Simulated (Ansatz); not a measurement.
## Band gap against volume per atom of the cell in crystals of space group F-43m

All results are calculated (Ansatz 0.2.0). Kohn-Sham band edges over the whole zone and effective masses by central differences (0.02 per angstrom) along Cartesian directions, for bands within 30 meV of the edge, sorted by energy in each direction; a large mass marks a flat band; plane waves with PAW datasets, Gamma-centred k mesh.

Settings of every row: functional r2SCAN; dispersion none; spin none; wave cutoff 500 eV; occupations gaussian.

Limits: no spin-orbit coupling, which shifts gaps with heavier elements (BAs, InAs, GaSb).

Limits of some rows: a crossing between the sampled k points may be missed (InAs, GaSb); the entry's cell lengths or inner coordinates differ somewhat from later room-temperature determinations (InAs, GaSb).

Each row is one crystal in space group F-43m (No. 216) with 2 atoms in the cell and the same ratio of atoms; x is the volume per atom of the cell, y the band gap.

```
row  formula    k mesh  smearing width (eV)  volume per atom of the cell (Å³)  band gap (eV)
  1       BN  12x12x12                 0.02                              5.88          5.003
  2      AlN  10x10x10                 0.02                             10.67          3.922
  3      GaN  10x10x10                 0.02                             11.76          1.943
  4      BAs  10x10x10                 0.02                             13.90              ?
  5      GaP     8x8x8                 0.02                             20.85          1.891
  6     InAs  10x10x10                 0.01                             28.49          0.084
  7     GaSb  12x12x12                  0.1                             29.99          0.117
```

Question: what band gap should BAs (row 4) have?

Worked estimate. Try a straight line. The means are 17.94 and 2.16; the sums about them are S_xx = 501.5 and S_xy = -93.06, so the slope is -0.186, and the standard deviation about the line is 0.794 eV. Row 4 has x = 13.90, so y = 2.16 − 0.186 × (13.90 − 17.94) = 2.911 eV.

The calculation gave 1.390 eV. The line lies 1.521 eV too high, within two standard deviations. The line sums up these rows, a set chosen because a line describes it; it is no law, within this structure type or beyond it.
